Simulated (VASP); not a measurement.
**AgCl (Chlorargyrite): relaxation of the atoms with PBE+D3(BJ)**

AgCl (Chlorargyrite):

```
Ag Cl
1.0
     0.00000    2.71570    2.71570
     2.71570    0.00000    2.71570
     2.71570    2.71570    0.00000
Ag Cl
1 1
Cartesian
  0.0000 0.0000 0.0000
  2.7157 2.7157 2.7157
```

The cell isn't the ideal one: a relaxed cell with its volume scaled by 0.96.

```
Program                : VASP 6.6.1
Task                   : relaxation of the atoms
Functional             : PBE
Dispersion             : D3(BJ)
Potentials or basis    : VASP PAW PBE potentials, release 64 (Ag, Cl)
Cutoff                 : 600 eV
k mesh                 : 8 × 8 × 8
Occupations            : gaussian, width 0.03 eV
Spin                   : no spin polarisation
Further INCAR settings : ALGO = Normal; EDIFF = 1e-07; IBRION = 2; EDIFFG = -0.01; NSW = 40
```

```json
{
  "Pressure after relaxing": "2.3 GPa",
  "Band gap on the k mesh": "0.90 eV, indirect (least direct gap 3.40 eV)",
  "Dispersion energy per atom": "-0.353 eV"
}
```

Final structure:
```yaml
crystal:
  lattice:
    - [0.00000, 2.71570, 2.71570]
    - [2.71570, 0.00000, 2.71570]
    - [2.71570, 2.71570, 0.00000]
  atoms:
    - { symbol: Ag, position: [0.00000, 0.00000, 0.00000] }
    - { symbol: Cl, position: [0.50000, 0.50000, 0.50000] }
```

Levels at points of the mesh, in eV from the valence-band top:
```csv
k point,band 7,band 8,band 9,band 10,band 11,band 12
"(0.00, 0.00, 0.00)",-2.59,-2.59,-2.59,0.90,10.83,10.83
"(0.50, 0.00, 0.00)",-1.93,0.00,0.00,4.06,6.89,7.55
"(0.50, 0.50, 0.00)",-2.14,-2.14,-2.01,2.28,7.93,8.84
```

Run time: 6.1 s on 1 thread of Intel(R) Xeon(R) 6975P-C (Granite Rapids), with other jobs on the host, peak memory 0.19 GiB.

Caveat: the relaxation stopped at its first step, so nothing moved. A k mesh can miss the band edges.
